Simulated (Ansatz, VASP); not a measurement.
# InAs (InAs(110)) in two plane-wave programs, part 2 of 3

One calculation is typed for both programs; each brings its own data sets. How far apart do they land? Of the first pair: The structure shown is the end of the VASP relaxation below. Valence electrons are named where the data sets of a main pair hold unlike numbers.

VASP 6.6.1 and Ansatz 0.2.0.

So far: The starting structure; VASP: relaxation, PBE.

**3. Ansatz: single point, PBE**

Level of this step: Ansatz beside VASP: Kohn-Sham DFT, plane waves, PBE (Ansatz).

Ansatz runs on its default PAW (the set named soft_2) files.

The same cell, functional, mesh and smearing now go to Ansatz, which takes its cutoff from its data sets.

The input, input.yaml:

```yaml
crystal:
  lattice:
    - [4.39529316, 0.0, 0.0]
    - [0.0, 6.21588319, 0.0]
    - [0.0, 0.0, 33.58117262]
  atoms:
    - { symbol: In, position: [0.0, 0.05590732, 0.25284072] }
    - { symbol: In, position: [0.5, 0.48262028, 0.29986724] }
    - { symbol: In, position: [0.0, 0.99108617, 0.36983916] }
    - { symbol: In, position: [0.5, 0.49165778, 0.4335916] }
    - { symbol: In, position: [0.0, 0.99546286, 0.5] }
    - { symbol: In, position: [0.5, 0.49165778, 0.5664084] }
    - { symbol: In, position: [0.0, 0.99108617, 0.63016084] }
    - { symbol: In, position: [0.5, 0.48262028, 0.70013276] }
    - { symbol: In, position: [0.0, 0.05590732, 0.74715928] }
    - { symbol: As, position: [0.0, 0.7332724, 0.30464191] }
    - { symbol: As, position: [0.5, 0.26486943, 0.23018034] }
    - { symbol: As, position: [0.0, 0.74207641, 0.43492627] }
    - { symbol: As, position: [0.5, 0.24316549, 0.36768045] }
    - { symbol: As, position: [0.0, 0.74207641, 0.56507373] }
    - { symbol: As, position: [0.5, 0.2452266, 0.5] }
    - { symbol: As, position: [0.0, 0.7332724, 0.69535809] }
    - { symbol: As, position: [0.5, 0.24316549, 0.63231955] }
    - { symbol: As, position: [0.5, 0.26486943, 0.76981966] }
hamiltonian:
  xc: pbe
  pseudopotentials: { kind: paw }
kpoints:
  mp_grid: { grid: [6, 4, 1] }
scf:
  occupations: { method: gaussian, width: 0.03 }
  n_extra_bands: 8
efield:
  axis: 3
  dipole_correction: true
  ramp_width: 0.04
output:
  forces: true
  eigenvalues: true
  write_density: true
  write_potential: true
  elf: true
  volumetric_format: npy
```

Command:

```bash
$ ansatz run input.yaml --threads 8 --pin off --max-ram 18432MiB --backend cpu --events-out ev --progress --plain --runs-dir out
```

Numbers of over 12 decimals in the logs are rounded to 6 here.

The log of the run:

```text
scf.n_extra_bands = 8 over 126 filled bands (N_el = 252.0): the run solves 134 bands
Engine: ansatz 0.2.0, aarch64-unknown-linux-gnu
Pseudopotentials: kind: paw
Pseudopotential: In, paw, valence charge 13, recommended cutoff 420 eV (normal), In.paw.azcp
Pseudopotential: As, paw, valence charge 15, recommended cutoff 420 eV (normal), As.paw.azcp
Functional definition: PBE
  parameter kappa = 0.804
  parameter beta = 0.066725
  exchange = pbe_x(kappa = kappa, mu = beta*pi^2/3)
  correlation = pbe_c(beta = beta)
Crystal: 18 atoms, lattice volume = 917.459 Å³
Basis set: ecut = 420 eV, 17943 PW (Γ), exchange–correlation on 60×90×450 points (8 copies of the dense FFT grid, shifted against one another)
Bands: 134, of which v1, the nominal top of the filled ones, is band 126 counted from 1 (125 counted from 0)
Symmetry: 2 space group operations
k-points: 12 of 24 (time reversal used)
Non-local potential: In, projectors of the file, l = 0: 2, l = 1: 2, l = 2: 2, l = 3: 2
Non-local potential: As, projectors of the file, l = 0: 2, l = 1: 2, l = 2: 3, l = 3: 1
PAW form: soft (Blöchl's): semilocal exchange-correlation on the pseudo side does not see the compensation charge
PAW one-centre angular grid: In, 590 points (default); XC on 64 Gauss nodes
PAW one-centre angular grid: As, 590 points (default); XC on 64 Gauss nodes
Initial density: superposition of atomic densities (neutral atoms: chi_scale 0, normalization atom), corrected by the library's trained network
Initial wavefunctions: pseudopotential atomic-orbital guess
Functional: x = pbe(κ = 0.804, μ = 0.219515), c = pbe(β = 0.066725)
SCF iter   1: F=—  HF=-94088.661931 eV  |F-HF|=—  |Δ(HF+E_count)|=         —  Δρ=1.75e-3  dr2=6.66e-2  ethr=1.77e-3  p=0.000 e·Å  D=1.28e-13 V/Å  ΔV_dip=-0.00 eV  dr2_dipole=9.64e-8  V_vac-E_F(+/−)=4.70/4.70 eV  ⟨swp⟩=6.7  Hψ=6493  notcnv=0  defer=1
efield: sawtooth ramp at fractional position 0.9800 (placed from the atoms, in the widest stretch of the axis that holds none; the zero of the levels goes with the place), width 0.0400; the density the first Hamiltonian is built on has a dipole p = 0.000 e·Å; the dipole correction subtracts the counter field D = 1.28e-13 V/Å, which shifts the + side's vacuum level by -0.00 eV against the − side's; the planar-averaged density in the ramp window peaks in size at 3.5e-6 e/Å³
preconditioner: auto → Resta (q_TF=auto, 2.200 Å⁻¹)  ε∞=2.7  [insulator: Δε(μ)=0.192 eV  Ē_g=11.854 eV  σ=0.030 eV  W_gap=1.00  n_scr=176 (ndim 8)  ℏωp=15.6 eV  f_vac=0.421  D(μ)=0.00/eV (n_scr^D=0)  ε∞_Penn≈2.7  vacuum switching on, ρ_ref=1.0e-2 e/Å³]
SCF iter   2: F=—  HF=-94088.639776 eV  |F-HF|=—  |Δ(HF+E_count)|=   2.22e-2  Δρ=8.33e-4  dr2=3.23e-2  ethr=2.64e-5  p=-0.000 e·Å  D=-3.92e-5 V/Å  ΔV_dip=0.00 eV  dr2_dipole=9.37e-7  V_vac-E_F(+/−)=4.80/4.80 eV  ⟨swp⟩=2.2  Hψ=3059  notcnv=0  defer=28
SCF iter   3: F=—  HF=-94088.639438 eV  |F-HF|=—  |Δ(HF+E_count)|=   3.38e-4  Δρ=5.43e-4  dr2=2.42e-2  ethr=1.28e-5  p=0.000 e·Å  D=6.87e-5 V/Å  ΔV_dip=-0.00 eV  dr2_dipole=3.29e-6  V_vac-E_F(+/−)=4.66/4.67 eV  ⟨swp⟩=2.1  Hψ=1900  notcnv=0  defer=28
SCF iter   4: F=—  HF=-94088.637984 eV  |F-HF|=—  |Δ(HF+E_count)|=   1.45e-3  Δρ=2.04e-4  dr2=8.31e-4  ethr=9.60e-6  p=-0.000 e·Å  D=-7.20e-5 V/Å  ΔV_dip=0.00 eV  dr2_dipole=3.58e-6  V_vac-E_F(+/−)=4.72/4.72 eV  ⟨swp⟩=2.1  Hψ=1849  notcnv=0  defer=28
SCF iter   5: F=—  HF=-94088.638333 eV  |F-HF|=—  |Δ(HF+E_count)|=   3.50e-4  Δρ=9.85e-5  dr2=1.68e-4  ethr=3.30e-7  p=0.001 e·Å  D=2.20e-4 V/Å  ΔV_dip=-0.01 eV  dr2_dipole=3.41e-5  V_vac-E_F(+/−)=4.71/4.72 eV  ⟨swp⟩=2.0  Hψ=2045  notcnv=0  defer=25
SCF iter   6: F=—  HF=-94088.638492 eV  |F-HF|=—  |Δ(HF+E_count)|=   1.59e-4  Δρ=5.35e-5  dr2=4.83e-4  ethr=6.67e-8  p=-0.004 e·Å  D=-8.49e-4 V/Å  ΔV_dip=0.03 eV  dr2_dipole=5.01e-4  V_vac-E_F(+/−)=4.72/4.69 eV  ⟨swp⟩=2.0  Hψ=1988  notcnv=0  defer=25  recentre
SCF iter   7: F=—  HF=-94088.638457 eV  |F-HF|=—  |Δ(HF+E_count)|=   3.53e-5  Δρ=2.46e-5  dr2=2.81e-5  ethr=6.67e-8  p=0.001 e·Å  D=1.75e-4 V/Å  ΔV_dip=-0.01 eV  dr2_dipole=2.09e-5  V_vac-E_F(+/−)=4.71/4.71 eV  ⟨swp⟩=2.0  Hψ=1832  notcnv=0  defer=25
SCF iter   8: F=—  HF=-94088.638328 eV  |F-HF|=—  |Δ(HF+E_count)|=   1.29e-4  Δρ=1.41e-5  dr2=2.18e-6  ethr=1.11e-8  p=-0.000 e·Å  D=-7.96e-6 V/Å  ΔV_dip=0.00 eV  dr2_dipole=3.89e-8  V_vac-E_F(+/−)=4.71/4.71 eV  ⟨swp⟩=2.0  Hψ=1884  notcnv=0  defer=25
SCF iter   9: F=—  HF=-94088.638331 eV  |F-HF|=—  |Δ(HF+E_count)|=   2.95e-6  Δρ=4.99e-6  dr2=2.75e-7  ethr=8.64e-10  p=0.000 e·Å  D=1.04e-6 V/Å  ΔV_dip=-0.00 eV  dr2_dipole=3.95e-10  V_vac-E_F(+/−)=4.71/4.71 eV  ⟨swp⟩=2.0  Hψ=2106  notcnv=0  defer=25
SCF iter  10: F=-94088.638331 eV  HF=-94088.638331 eV  |F-HF|=8.95e-9  |Δ(HF+E_count)|=   5.11e-7  Δρ=1.14e-6  dr2=2.10e-8  ethr=3.97e-11  p=-0.000 e·Å  D=-1.37e-6 V/Å  ΔV_dip=0.00 eV  dr2_dipole=3.21e-10  V_vac-E_F(+/−)=4.71/4.71 eV  ⟨swp⟩=15.3  Hψ=12595  notcnv=0
SCF 1 converged in 10 iterations: F = -94088.638331 eV  dr2 = 2.10e-8
  greatest PAW one-centre occupation: 0.999 electrons in one spin orbital (limit 2), on the As atom at site 17 (counted from 0), in its partial waves of l = 2
WARN: The output density's exchange-correlation potential varies sharply where the density is thin. Do not read a vacuum level from v_tot or v_xc, or from such a field of the output density. On a cell that repeats whose density bears no net charge and no dipole along the vacuum's axis use v_es (v_loc + v_h of the components); under efield.dipole_correction with no amplitude use v_es + v_field, which holds any externa [...]
SCF converged after 10 iterations
Free energy (F): -94088.638331 eV
Harris-Foulkes:  -94088.638331 eV  (|F-HF|=8.95e-9)
Internal energy: -94088.638331 eV  (E = F + TS)
E sigma→0 (E₀):  -94088.638331 eV
Fermi energy:    2.141236 eV
Dipole field:    D = 0.000010 V/Å  (p = 0.000050 e·Å, saw-weighted, corrected)
Work function:   Φ+ = 4.7082 eV   Φ− = 4.7085 eV
Levels:          The Fermi level and band energies are counted from a zero that moves with the ramp; work functions are not
--- Per-component energies (eV) ---
  E_band       = -4227.061276
  E_kinetic    = 3099.650669
  E_local      = -233242.688039  (includes V_loc(G=0)·N_el)
  E_nonlocal   = -2732.264870
  E_hartree    = 115442.827989
  E_xc         = -2641.980884
  E_vxc        = -1594.904400  (∫ρ·V_xc dr)
  E_paw        = -53911.150056  (= ΣΔE_a)
  E_vpaw       = -642.508243  (= ΣTr[D̂ρ^β])
  E_aug_tail   = 0.000306  (compensation charges beyond the density's cutoff)
  E_efield     = 0.000000  (sawtooth field / dipole correction)
  E_vefield    = 0.000000  (∫n·V_field dr)
  E_ewald      = 79896.966553
  E_smearing   = -0.000000  (= −TS)
  E_closure    = -0.000000  (closes the sum)
  Σ components = -94088.638331   (vs F -94088.638331, Δ=0.00e0)
--- Forces (eV/Å), atoms counted from 1 ---
  atom   1  In     0.00000000     0.02227927     0.00693439
  atom   2  In     0.00000000     0.01969984     0.00001929
  atom   3  In     0.00000000     0.00351233     0.00700731
  atom   4  In     0.00000000    -0.00992290     0.01954274
  atom   5  In     0.00000000    -0.01314414    -0.00001398
  atom   6  In     0.00000000    -0.00993891    -0.01956109
  atom   7  In     0.00000000     0.00349484    -0.00700431
  atom   8  In     0.00000000     0.01969055    -0.00000341
  atom   9  In     0.00000000     0.02229608    -0.00693093
  atom  10  As     0.00000000     0.02417176    -0.00287847
  atom  11  As     0.00000000    -0.01948595     0.09631872
  atom  12  As     0.00000000    -0.02054053     0.00333921
  atom  13  As     0.00000000    -0.01291146     0.02916483
  atom  14  As     0.00000000    -0.02053630    -0.00331738
  atom  15  As     0.00000000    -0.00044909     0.00001714
  atom  16  As     0.00000000     0.02417236     0.00285156
  atom  17  As     0.00000000    -0.01290530    -0.02917436
  atom  18  As     0.00000000    -0.01948112    -0.09633114
  max |Σ_I F_I| component: 1.99e-5 eV/Å
--- Band table (eV; the first three rows and the last of 12) ---
  k-point 0: bands = [... 122 lower, 1.7851, 1.8174, 1.9363, 2.0227, 2.2597, 3.0010, 3.4663, 3.7311, ... 4 higher]
  k-point 1: bands = [... 122 lower, 1.5871, 1.5959, 1.6203, 1.6493, 3.1192, 3.1332, 3.3185, 3.3876, ... 4 higher]
  k-point 2: bands = [... 122 lower, 1.1761, 1.2100, 1.2881, 1.3131, 2.9033, 3.0020, 3.2436, 3.3576, ... 4 higher]
  k-point 11: bands = [... 122 lower, 0.9844, 1.0670, 1.3113, 1.3541, 2.8545, 3.2934, 3.3863, 4.1791, ... 4 higher]
```

Elapsed: 59 s, on 8 threads of Arm Neoverse N1, shared host; peak memory 4.7 GiB; 7.7 min of CPU time.

In the SCF lines HF is the Harris–Foulkes energy and dr2 the Hartree energy of the density residual, in eV; the loop may stop once dr2 is under the threshold and the program's other checks hold. Hψ counts applications of the Hamiltonian.

**4. Side by side**

Known differences besides the potentials themselves: the data sets hold 252 valence electrons in Ansatz (on its default PAW (the set named soft_2) files) and 72 in VASP; the cutoff is 420 eV in Ansatz and 320 eV in VASP (PREC = Normal, projectors in real space); VASP leaves aspherical gradient terms in its spheres out (LASPH is not set), Ansatz keeps them. Total energies have different zeros and are not compared.

Both answers:

| quantity | Ansatz | VASP | difference |
| --- | --- | --- | --- |
| gap on the k mesh (eV) | 0.237 | 0.258 | -0.021 |

At this near-relaxed geometry the largest component of a force difference is 73 meV/Å. A gap on the mesh is an upper bound, since the band edges may lie between its points. With vacuum in the cell, a pressure given here is an average over mostly empty space and none of the material.

**5. Further runs**

Further runs change the set-up of one program: Ansatz's method, potentials or start, or VASP's data sets, cutoff or form of LDA. The table gives Ansatz less VASP for each quantity, since a change that brings one quantity closer may part another.

| run | r.m.s. force difference (meV/Å) | gap on the k mesh (eV) |
| --- | --- | --- |
| as above | 17 | -0.021 |
| Ansatz's larger PAW set (cutoff 620 eV) | 16 | -0.021 |

**6. VASP: band structure, PBE**

Levels along a path test the potential and the projectors away from the mesh points.

The input, INCAR:

```
SYSTEM = InAs
PREC = Normal
ENCUT = 320
EDIFF = 1E-06
NELM = 120
ISMEAR = 0
SIGMA = 0.03
LREAL = Auto
ALGO = Fast
GGA = PE
NBANDS = 54
LORBIT = 11
LWAVE = .FALSE.
LCHARG = .TRUE.
KPAR = 2
IDIPOL = 3
LDIPOL = .TRUE.
DIPOL = 0.5 0.5 0.5
LVHAR = .TRUE.
LVACPOTAV = .TRUE.
NEDOS = 1500
```

The input, POSCAR:

```
InAs
1.0
    4.3952931561      0.0000000000      0.0000000000
    0.0000000000      6.2158831920      0.0000000000
    0.0000000000      0.0000000000     33.5811726245
In As
9 9
Direct
    0.0000000000      0.0559073169      0.2528407223
    0.5000000000      0.4826202759      0.2998672379
    0.0000000000      0.9910861688      0.3698391603
    0.5000000000      0.4916577817      0.4335916011
    0.0000000000      0.9954628566      0.5000000000
    0.5000000000      0.4916577817      0.5664083989
    0.0000000000      0.9910861688      0.6301608397
    0.5000000000      0.4826202759      0.7001327621
    0.0000000000      0.0559073169      0.7471592777
    0.0000000000      0.7332723952      0.3046419051
    0.5000000000      0.2648694324      0.2301803358
    0.0000000000      0.7420764103      0.4349262731
    0.5000000000      0.2431654888      0.3676804455
    0.0000000000      0.7420764103      0.5650737269
    0.5000000000      0.2452266032      0.5000000000
    0.0000000000      0.7332723952      0.6953580949
    0.5000000000      0.2431654888      0.6323195545
    0.5000000000      0.2648694324      0.7698196642
```

The input, KPOINTS:

```
Automatic mesh
0
Gamma
6 4 1
0 0 0
```

The input, KPOINTS_OPT:

```
Line mode
14
Line-mode
Reciprocal
  0.00000000   0.00000000   0.00000000 GAMMA
  0.50000000   0.00000000   0.00000000 X

  0.50000000   0.00000000   0.00000000 X
  0.50000000   0.50000000   0.00000000 S

  0.50000000   0.50000000   0.00000000 S
  0.00000000   0.50000000   0.00000000 Y

  0.00000000   0.50000000   0.00000000 Y
  0.00000000   0.00000000   0.00000000 GAMMA

  0.00000000   0.00000000   0.00000000 GAMMA
  0.50000000   0.50000000   0.00000000 S
```

Potentials, in the order of the species: In and As (PBE family, release 64).

Command:

```bash
$ mpirun -np 4 vasp_std
```

The log of the run:

```text
[banner, memory and clock lines left out]
running    4 mpi-ranks, on    1 nodes
[...]
LDA part: xc-table for (Slater+PW92), standard interpolation
 POSCAR, INCAR and KPOINTS ok, starting setup
[...]
entering main loop
       N       E                     dE             d eps       ncg     rms          rms(c)
DAV:   1     0.304721127448E+03    0.30472E+03   -0.17206E+04  1304   0.662E+02
DAV:   2    -0.304282844821E+02   -0.33515E+03   -0.32422E+03  1726   0.140E+02
DAV:   3    -0.687580080255E+02   -0.38330E+02   -0.37877E+02  1592   0.498E+01
DAV:   4    -0.703726456650E+02   -0.16146E+01   -0.16093E+01  1656   0.117E+01
[...]
RMM:  23    -0.677199205357E+02   -0.30344E-05   -0.89693E-08   617   0.731E-04    0.504E-04
RMM:  24    -0.677199218483E+02   -0.13126E-05   -0.56169E-08   571   0.680E-04    0.205E-04
RMM:  25    -0.677199220356E+02   -0.18738E-06   -0.14062E-08   432   0.619E-04
|                                                                             |
[...]
|     workfunction values.                                                    |
|                                                                             |

   1 F= -.67719922E+02 E0= -.67719922E+02  d E =-.126582E-10
 Start KPOINTS_OPT (optional k-point list driver)
k-point batch [1-12\70]
       N       E                     dE             ncg
DAV:   1     0.161008919171E+03   -0.60802E+04     1296
DAV:   2    -0.375990772960E+04   -0.39209E+04     1708
DAV:   3    -0.422007174216E+04   -0.46016E+03     1576
DAV:   4    -0.423929053974E+04   -0.19219E+02     1650
[...]
DAV:   8    -0.423998415520E+04   -0.46175E-04     1714
DAV:   9    -0.423998415762E+04   -0.24262E-05     1392
DAV:  10    -0.423998415778E+04   -0.16154E-06     1056
[...]
k-point batch [61-70\70]
       N       E                     dE             ncg
DAV:   1     0.213917149246E+03   -0.10868E+05     1080
DAV:   2    -0.299300884436E+04   -0.32069E+04     1450
DAV:   3    -0.334740083992E+04   -0.35439E+03     1320
DAV:   4    -0.336143274447E+04   -0.14032E+02     1424
[...]
DAV:   8    -0.336191070203E+04   -0.52953E-04     1424
DAV:   9    -0.336191070502E+04   -0.29911E-05     1280
DAV:  10    -0.336191070520E+04   -0.17542E-06      936
```

From OUTCAR (step 6):

```text
  Total       -2.3737262     -1.3926616     -0.7417057      0.0000000      0.0000000      0.0000000
  in kB       -4.1452874     -2.4320340     -1.2952560      0.0000000      0.0000000      0.0000000
  external PRESSURE =      -2.6241925 kB  Pullay stress =       0.0000000 kB

 POSITION                                       TOTAL-FORCE (eV/Angst)
 -----------------------------------------------------------------------------------
      0.00000      0.34751      8.49069        -0.000000      0.007572      0.007101
      2.19765      2.99991     10.06989        -0.000000     -0.003133     -0.004516
      0.00000      6.16048     12.41963        -0.000000     -0.001740     -0.000197
      2.19765      3.05609     14.56051        -0.000000     -0.012851      0.023253
      0.00000      6.18768     16.79059        -0.000000     -0.013178      0.000000
      2.19765      3.05609     19.02066        -0.000000     -0.012851     -0.023253
      0.00000      6.16048     21.16154        -0.000000     -0.001740      0.000197
      2.19765      2.99991     23.51128        -0.000000     -0.003133      0.004516
      0.00000      0.34751     25.09048        -0.000000      0.007572     -0.007101
      0.00000      4.55794     10.23023         0.000000      0.012752     -0.000081
      2.19765      1.64640      7.72973         0.000000      0.009933      0.022850
      0.00000      4.61266     14.60533        -0.000000     -0.011842      0.000083
      2.19765      1.51149     12.34714         0.000000      0.000001      0.016355
      0.00000      4.61266     18.97584        -0.000000     -0.011842     -0.000083
[...]
-----------------------------------------------------------------------------------
    total drift:                                0.000000     -0.043968      0.000011

  FREE ENERGIE OF THE ION-ELECTRON SYSTEM (eV)
  ---------------------------------------------------
  free  energy   TOTEN  =       -67.7199220356 eV

  energy  without entropy=      -67.7199220356  energy(sigma->0) =      -67.71992204

[... 2 parts as in an earlier step ...]

[... 1 further part left out ...]
[key lines of the parts left out:]
E-fermi :  -0.3216
```

(Part 2 of 3 ends here.)

[Lines on the potential files, build, host, timing and source positions are cut from VASP's logs without a mark.]

[Logs are printed without paths, hosts, clocks, repeated set-up lines and the standing remarks that a program may print on its own settings, such as how far it seeks lower states.]

[Hosts, paths, dates, database ids (printed as entryN), source tags and the programs' standing remarks are cut or masked in the printed files.]
